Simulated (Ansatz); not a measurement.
**CdIn2S4: the cell at several levels of theory**

The task here is to estimate one member of a computed series from the others.

The runs shown are made with Ansatz 0.2.0. PAW datasets, plane waves, zero pressure. No spin polarisation and no zero-point or thermal motion.

**The system as given**

It is cubic, Fd-3m (No. 227); conventional cell a = 10.797 Å, 22.48 Å³ an atom. Around Cd lie 4 S at 2.54 Å; around In lie 6 S at 2.59 Å; around S lie 1 Cd at 2.54 Å and 3 In at 2.59 Å.

Structure file:

```xyz
14
Lattice="0.0000 5.3985 5.3985 5.3985 0.0000 5.3985 5.3985 5.3985 0.0000" Properties=species:S:1:pos:R:3 pbc="T T T"
Cd    0.0000    0.0000    0.0000
Cd    2.6993    2.6993    2.6993
In    6.7481    6.7481    6.7481
In    6.7481    4.0489    4.0489
In    4.0489    4.0489    6.7481
In    4.0489    6.7481    4.0489
S     4.1676    4.1676    4.1676
S     9.3286    6.8669    6.8669
S     6.6294    6.6294    4.1676
S     6.8669    9.3286    6.8669
S     4.1676    6.6294    6.6294
S     9.3286    9.3286    9.3286
S     6.6294    4.1676    6.6294
S     6.8669    6.8669    9.3286
```

Set-up of the first run:

input.yaml reads:

```yaml
crystal:
  lattice:
    - [0.0, 5.3985, 5.3985]
    - [5.3985, 0.0, 5.3985]
    - [5.3985, 5.3985, 0.0]
  atoms:
    - { symbol: Cd, position: [0.0, 0.0, 0.0] }
    - { symbol: Cd, position: [0.25, 0.25, 0.25] }
    - { symbol: In, position: [0.625, 0.625, 0.625] }
    - { symbol: In, position: [0.125, 0.625, 0.625] }
    - { symbol: In, position: [0.625, 0.625, 0.125] }
    - { symbol: In, position: [0.625, 0.125, 0.625] }
    - { symbol: S, position: [0.386, 0.386, 0.386] }
    - { symbol: S, position: [0.408, 0.864, 0.864] }
    - { symbol: S, position: [0.386, 0.386, 0.842] }
    - { symbol: S, position: [0.864, 0.408, 0.864] }
    - { symbol: S, position: [0.842, 0.386, 0.386] }
    - { symbol: S, position: [0.864, 0.864, 0.864] }
    - { symbol: S, position: [0.386, 0.842, 0.386] }
    - { symbol: S, position: [0.864, 0.864, 0.408] }
kpoints:
  mp_grid: { grid: [4, 4, 4] }
hamiltonian:
  xc: pbe
scf:
  occupations: { method: fermi_dirac, width: 0.02 }
relax:
  f_tol: 0.005
  cell: {}
```

Command:

```console
> ansatz run input.yaml --threads 8 --pin off --max-ram 20275MiB --backend cpu --events-out ev --progress --plain --runs-dir out
```

Steps of the session up to this table: Relaxing with PBE; Relaxing with r2SCAN; PBEsol: cell and atoms; LDA: cell and atoms.

One of the session's tables, all rows but one given; the rest of the session is left out.

```
 level   a (Å)  volume (Å³/atom)
   PBE  11.017            23.877
r2SCAN  10.918            23.238
PBEsol  10.849            22.802
   LDA       ?                 ?
```

**Question.** Estimate the row for LDA.

**Answer.** a (Å): 10.745; volume (Å³/atom): 22.155. In the column «a (Å)» it is the lowest.

What this shows: From the start to the first minimum the volume moved by +6.2 %. The volume runs from LDA (least) to PBE (most), a spread of 7.8 %, or 2.5 % in length if all axes shared it alike.
